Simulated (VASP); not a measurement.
Set up this calculation in VASP 6.6.1, as the native input.

```yaml
Task: relaxation of cell and atoms
Functional: PBEsol
Potentials_or_basis: VASP PAW PBE potentials, release 64 (Pb_d, Se)
Cutoff: 600 eV
k_mesh: 8 × 8 × 8
Occupations: gaussian, width 0.03 eV
Spin: no spin polarisation
Further_INCAR_settings: ALGO = Normal; EDIFF = 1e-07; IBRION = 2; EDIFFG = -0.005; NSW = 90; ISIF = 3
```

The structure of PbSe (Clausthalite) lies in POSCAR:

```
PbSe                                    
1.0
    0.0000000000      3.0519897379      3.0519897379
    3.0519897379      0.0000000000      3.0519897379
    3.0519897379      3.0519897379      0.0000000000
  Pb              Se            
     1     1
Direct
     0.0000000000000000    0.0000000000000000    0.0000000000000000
     0.5000000000000000    0.5000000000000000    0.5000000000000000
```

The input as run:

INCAR

```
ALGO = Normal
EDIFF = 1E-7
EDIFFG = -0.005
ENCUT = 600
GGA = PS
IBRION = 2
ISIF = 3
ISMEAR = 0
LASPH = T
LCHARG = F
LREAL = F
LWAVE = F
NELM = 80
NSW = 90
PREC = Accurate
SIGMA = 0.03
```

KPOINTS

```
k-points
0
Gamma
  8 8 8
```

Potentials or basis: VASP PAW PBE potentials, release 64 (Pb_d, Se).

The run is started by

```sh
$ cat potpaw_PBE.64/Pb_d/POTCAR potpaw_PBE.64/Se/POTCAR > POTCAR
$ mpirun -np 1 vasp_std > vasp.out
```

It gave:

```yaml
Pressure_after_relaxing: 0.0 GPa
Band_gap_on_the_k_mesh: 0.17 eV, direct
```

Caveat: the relaxation stopped at its first step, so nothing moved; the PAW data sets were made with another functional, which shifts forces and pressure a little; spin-orbit coupling is left out, which as a rule narrows the gap of such compounds by several tenths of an eV.

Run time: 11 s on 1 thread of Intel(R) Xeon(R) 6975P-C (Granite Rapids), with other jobs on the host, peak memory 0.21 GiB.
